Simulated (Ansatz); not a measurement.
## TiH under pressure: fit and missing row

TiH, Fm-3m, a = 4.174 Å. The structure is a Materials Project entry; whether it is the stable form wasn't checked. Ansatz: r2SCAN, PAW, 500 eV, Γ-centred 18×18×18 mesh on 2 atoms, Gaussian smearing 0.10 eV; no spin polarisation. Cell and atoms are relaxed at each pressure, and no other structure is tried, so the rows at high pressure may lie past a change of phase.

| V (Å³/atom) | P (GPa) |
| --- | --- |
| 6.520 | 89.99 |
| 7.265 | 49.96 |
| 7.962 | 25.00 |
| 8.466 | 12.00 |
| ? | 4.02 |
| 9.029 | 1.00 |
| 9.090 | 0.00 |
| 9.152 | -1.00 |

Q: Take V0 = 9.090 Å³/atom, fit the third-order Birch–Murnaghan form to the other rows, and predict the missing volume.

A: With the Eulerian strain f = ½[(V0/V)^(2/3) − 1] and y = P/[3f(1 + 2f)^(5/2)], the form is the line y = B0 + 1.5 B0 (B0′ − 4) f. Rows (f, y): 0.12399, 139.0; 0.08057, 142.3; 0.04617, 144.7; 0.02428, 146.3; 0.00225, 146.5; -0.00226, 149.2. Means f = 0.04583, y = 144.67; Σ(Δf)² = 0.01199, ΣΔfΔy = -0.8582; the slope is their ratio. y = 147.9 − 71.56 f GPa, so B0 = 147.9 GPa and B0′ = 4 + 2 × (-71.56)/(3 × 147.9) = 3.68. P = 4.02 GPa is met at f = 0.00871 (y = 147.28), so V = V0 (1 + 2f)^(−3/2) = 8.857 Å³/atom. The run gave 8.857 Å³/atom, the same to the digits shown.

The mesh isn't the same in all rows (18×18×18, 20×20×20).